Tantalum nitride in the rocksalt structure is a metal, so a calculation has to decide which electronic levels near the Fermi level count as filled. It does this by blurring the edge between filled and empty levels. The blur leaves a small entropy-like energy in the books, which is easy to overlook. The question here is whether that number carries physics: how does it change when the crystal is stretched, and can its value be forecast for two cells larger than the ones already known?

Rocksalt TaN in 2-atom cells at fixed volumes, computed with Ansatz 0.2.0 using scalar-relativistic PBEsol without spin polarization, PAW and plane waves up to 420 eV, and a 16×16×16 k mesh. Occupations are Gaussian-smeared with a width of 0.1 eV, and the smearing entropy term is −TS.

```
volume (Å³/atom)  shortest distance (Å)  smearing entropy term (meV/atom)
           9.566                  2.123                            -2.550
           9.614                  2.126                            -2.560
          10.101                  2.162                            -2.700
          10.139                  2.164                            -2.710
          11.262                  2.242                            -3.030
          11.271                  2.242                                 ?
          11.940                  2.286                                 ?
```

The volume is counted per atom, and the shortest distance is that from a Ta atom to a neighbouring N atom. The cells are the same ideal rocksalt crystal, scaled up or down. The five with known results run from strong compression to strong tension, and the pressure passes through zero between 10.139 and 11.262 Å³/atom. The two open cells are therefore strongly stretched crystals, useful as probes of how the electrons respond.

What the smearing term counts

A level far below the Fermi level is full and a level far above it is empty, and neither adds anything to the term. Only levels within about two smearing widths of the edge are noticeably part-filled, and each of these adds a little. If a level lies x widths from the Fermi level, its share of the entropy term TS is σ exp(−x²)/(2√π), where σ is the smearing width. Adding up these shares over a smooth density of states N, the number of levels per eV with both spins counted, gives for one cell

TS = N σ² / 2

The table prints this energy with a minus sign and per atom. Since σ is the same in every row, a more negative smearing term means more levels near the Fermi level.

The smallest cell shows how the formula works. Its term is −2.55 meV/atom, and the cell holds one Ta and one N atom, so TS is 2 × 2.55 = 5.10 meV, or 0.0051 eV. Dividing twice this value by σ² = 0.01 eV² gives N = 1.02 levels per eV for each TaN unit. This is an average over the blurred edge, inferred from the formula and not read from a plotted density of states. No test with a finer k mesh is given either, and spin-orbit coupling, which can shift the Ta d levels, was left out of the runs.

The same formula shows what the term is not. It depends on a width chosen for numerical convenience, and for a smooth density of states half the width would leave a quarter of the term. It is no measure of the heat stored by electrons at some real temperature. In rocksalt magnesium oxide, an insulator with a wide gap, the term would vanish at any ordinary volume, because no levels lie near the edge.

Why stretching adds levels

From the smallest to the largest known cell the term grows in size by 19 percent, while the volume grows by 18 percent. The likely cause is a narrowing of the bands. Orbitals on neighbouring atoms overlap less when the atoms move apart, so the bands built from them become narrower. The number of levels in a band stays the same, and squeezing them into a smaller range of energy raises their density.

The same calculations support this picture from another side. The electrons of one cell would just fill nine bands, but the top of the ninth lies above the bottom of the tenth, which is why the crystal is a metal. This overlap in energy shrinks from 4.69 to 3.71 eV between the smallest and the largest known cell. It is not a bandwidth, but it moves as narrowing bands would make it move.

How fast the density of states should rise depends on the kind of electron. For free electrons, energies scale with the inverse square of the wavelength, and N grows as the volume to the power 2/3. For bands made only by direct overlap of d orbitals, the width falls roughly as the fifth power of the distance, and N grows as the volume to the power 5/3. Over the known range the first rule gives a rise of 11.5 percent and the second one of 31 percent. TaN lies between them: it responds more strongly than a simple metal such as sodium should, and less strongly than a pure d band.

The energy overlap of the two bands hints at why TaN falls short of the pure d rule. Had N risen in inverse proportion to that overlap, the gain would have been 27 percent: below the 31 percent of the pure d rule, but well above the 19 percent found. If the overlap is a fair gauge of the narrowing, the bands narrow somewhat more slowly than that rule says, and something else holds N back as well. A likely candidate is the shape of the density of states: the bands near the Fermi level mix Ta d with N p orbitals and need not all narrow at the same pace, so the height at the Fermi level need not follow the overall width. One power of the volume cannot separate the two effects.

The forecast

Neither pure rule will do, so the power was taken from the data. A law of the form constant × volume^p, fitted to the five known cells, gives p = 1.06. In plain words, the term grows almost in proportion to the volume. A straight line through the same five cells gives the same forecasts, so the choice between the two curves does not matter here.

For the larger open cell the estimate can be done by hand, starting from the cell at 11.262 Å³/atom, which was part of the fit. The volume ratio is 11.940/11.262 = 1.060, and raised to the power 1.06 it becomes 1.064. Multiplying −3.03 by this factor gives −3.22 meV/atom.

The forecasts are these. At 11.271 Å³/atom the term should be practically unchanged from the neighbouring known cell, at −3.03 ± 0.01 meV/atom. At 11.940 Å³/atom it should be more negative, continuing the smooth trend, at −3.22 ± 0.05 meV/atom. Both cells should remain metallic, without a jump.

The wider range is a judgement, not a statistical error. The second cell lies well outside the known volumes, and the density of states of a real metal has bumps. The range leaves room for a modest one; a sharp peak or dip arriving at the Fermi level would break the forecast.

The withheld rows as computed:

```
volume (Å³/atom)  shortest distance (Å)  smearing entropy term (meV/atom)
          11.271                  2.242                            -3.030
          11.940                  2.286                            -3.210
```

What the two cells teach

Both values fall within their ranges. The first is a weak test, because its volume differs from that of a known cell by less than 0.1 percent. It shows mainly that the calculation repeats itself when the cell hardly changes.

The second cell is the real test. The computed term is −3.21 meV/atom, so the forecast was too negative by 0.01 meV/atom. That is small beside the change of 0.18 meV/atom from the last known cell, but it is not mere rounding. The unrounded values of the known cells had already hinted that the growth eases, from 0.29 to 0.28 meV/atom for each Å³/atom, and over the last stretch it eases further, to 0.26. A single power fitted to the smaller cells cannot follow this gentle bend, so it overshoots.

The result also shows what the calibration was worth. Carried from 11.262 to 11.940 Å³/atom, the free-electron rule would have given −3.15 and the pure d rule −3.34 meV/atom. Both lie further from the computed value than the fitted law does. The direction of the trend could be expected from band narrowing, but its pace had to be learned from TaN itself.

Both cells are still metals, as forecast: even in the larger one the ninth and tenth bands overlap by 3.40 eV. There the smearing term corresponds to 1.28 levels per eV, again by the formula, against 1.21 in the largest cell known beforehand. No sharp feature of the density of states shows up at these two volumes, though one in between would go unseen.

For someone who uses such calculations to obtain densities, the practical point is how little a smearing width of 0.1 eV disturbs them in this crystal. About half of the term remains as an error in the free energy, so its slope acts like a false pressure of roughly 0.14 meV/Å³. One eV/Å³ is about 160 GPa, which makes this some 0.02 GPa, while the pressures of the known cells run from +39 to −22 GPa. The number is negligible as a correction, yet it gives a free first look at how the levels near the Fermi level respond to strain. The printed analysis below holds the two fits and the density of states inferred for each cell.

The analysis program printed:

```
fit of smearing_entropy_term on 5 rows: coefficient of vol**s -0.2338 +/- 6.2e-05, s 1.058; rms 0.00125, worst 9.614 -0.00222, leave-one-out rms 0.00191
  rows outside the fit (model, value, miss): 11.271 -3.032, -3.03, -0.00162; 11.94 -3.222, -3.21, -0.0123
fit of smearing_entropy_term on 5 rows: constant 0.1692 +/- 0.012, coefficient of vol -0.284 +/- 0.0011; rms 0.00121, worst 9.566 0.00202, leave-one-out rms 0.00213
  rows outside the fit (model, value, miss): 11.271 -3.032, -3.03, -0.00228; 11.94 -3.222, -3.21, -0.0123
Density of states implied by the smearing term:
     row  states_per_eV_per_TaN
   9.566                   1.02
   9.614                  1.024
  10.101                   1.08
  10.139                  1.084
  11.262                  1.212
  11.271                  1.212
   11.94                  1.284
Growth of the smearing term from 9.566 to 11.262 A^3/atom in percent: 18.82
Growth expected for free electrons over the same range in percent: 11.5
Growth expected for pure d-d overlap over the same range in percent: 31.26
Shrinkage of the band overlap over the same range in percent: 21.06
Growth expected if the density of states went as one over the band overlap in percent: 26.68
Growth in size per volume from 9.566 to 10.101 in meV per A^3: 0.2897
Growth in size per volume from 10.139 to 11.262 in meV per A^3: 0.2796
Free-electron scaling carried from 11.262 to 11.940 in meV/atom: -3.15
Pure d-d scaling carried from 11.262 to 11.940 in meV/atom: -3.34
Largest departure of the shortest distance from that of an ideal rocksalt cell in A: 0.0005012
```
